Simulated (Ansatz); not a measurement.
# Bi: the cost of one run

Program: Ansatz 0.2.0. Level of theory: DFT PBE, scalar-relativistic, plane waves, PAW. These are calculated values, not measurements.

2 further runs of the same task are left out: 1 that didn't finish, 1 set aside as unsound or not needed.

**1. The starting structure**

It takes space group P6/mmm (No. 191, hexagonal). Conventional cell: a = 3.588 Å, b = 3.588 Å, c = 6.766 Å, α = 90.00°, β = 90.00°, γ = 120.00°. Around Bi (site symmetry 6mm) lie 8 Bi at 3.34 to 3.59 Å.

Coordinates:

```
CELL_PARAMETERS angstrom
3.58751 0.00000 0.00000
-1.79376 3.10688 0.00000
0.00000 0.00000 6.76588
ATOMIC_POSITIONS crystal
Bi 0.00000 0.00000 0.75318
Bi 0.00000 0.00000 0.24682
```

The cell is invented: random cell by space group and Wyckoff sites (P6/mmm, No. 191). Its size is a rough estimate.

**2. Probe: one point on a coarse mesh**

Contents of input.yaml:

```yaml
crystal:
  lattice:
    - [3.58751456, 0.0, 0.0]
    - [-1.79375728, 3.10687874, 0.0]
    - [0.0, 0.0, 6.7658814]
  atoms:
    - { symbol: Bi, position: [0.0, 0.0, 0.753179] }
    - { symbol: Bi, position: [0.0, 0.0, 0.246821] }
basis:
  ecutwfc: 420
kpoints:
  mp_grid: { grid: [6, 6, 4] }
hamiltonian:
  xc: pbe
scf:
  occupations: { method: gaussian, width: 0.1 }
  lower_state_search: "off"
output:
  forces: true
  stress: true
  eigenvalues: true
```

Launch:

```console
> ansatz run input.yaml --threads 1 --pin off --max-ram 2560MiB --backend cpu --events-out ev --progress --plain --runs-dir out
```

What time and memory should one allow on 1 thread of Arm Neoverse V2, shared host?

About 1.5 s, with a peak of 0.31 GiB.
